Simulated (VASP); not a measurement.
Wanted: the native input for a VASP 6.6.1 run.

```
Task                   : relaxation of cell and atoms
Functional             : BEEF-vdW
Potentials or basis    : VASP PAW PBE potentials, release 64 (C)
Cutoff                 : 600 eV
k mesh                 : 13 × 13 × 13
Occupations            : fermi-dirac, width 0.05 eV
Spin                   : no spin polarisation
Further INCAR settings : ALGO = Normal; EDIFF = 1e-07; IBRION = 2; EDIFFG = -0.005; NSW = 60; ISIF = 3
```

The structure of C lies in POSCAR:

```
C
1.0
    0.0000000000      1.7833700000      1.7833700000
    1.7833700000      0.0000000000      1.7833700000
    1.7833700000      1.7833700000      0.0000000000
C
2
Direct
    0.7500000000      0.7500000000      0.7500000000
    0.5000000000      0.5000000000      0.5000000000
```

This isn't the form of C at room conditions, which is graphite.

One way to write it, as run:

INCAR

```
ALGO = Normal ; EDIFF = 1E-7
EDIFFG = -0.005 ; ENCUT = 600
GGA = BF ; IBRION = 2
ISIF = 3 ; ISMEAR = -1
LASPH = True ; LCHARG = False
LREAL = False ; LUSE_VDW = True
LWAVE = False ; NELM = 100
NSW = 60 ; PREC = Accurate
SIGMA = 0.05 ; ZAB_VDW = -1.8867
```

KPOINTS

```
k-points
0
Gamma
  13 13 13
```

Potentials or basis: VASP PAW PBE potentials, release 64 (C).

The run is started by

```console
$ cat potpaw_PBE.64/C/POTCAR > POTCAR
$ mpirun -np 1 vasp_std > vasp.out
```

Results of the run:

```yaml
Relaxed_volume: 5.69 Å³/atom
Relaxed_cell: a = 2.525 Å, b = 2.525 Å, c = 2.525 Å, α = 60.00°, β = 60.00°, γ = 60.00°
Space_group_after_relaxing_to_0.05_Å: Fd-3m (No. 227)
Energy_gained_by_relaxing: 0.1 meV/atom
Ionic_steps: 3
Pressure_after_relaxing: 0.0 GPa
Band_gap_on_the_k_mesh: 4.30 eV, indirect (least direct gap 5.65 eV)
```

Caveat: the PAW data sets were made with another functional, which shifts forces and pressure a little; an odd mesh through Γ misses points on the zone boundary, where band edges often lie.

Run time: 33 s on 1 thread of Intel(R) Xeon(R) Platinum 8559C (Emerald Rapids), on a shared host, peak memory 0.22 GiB.
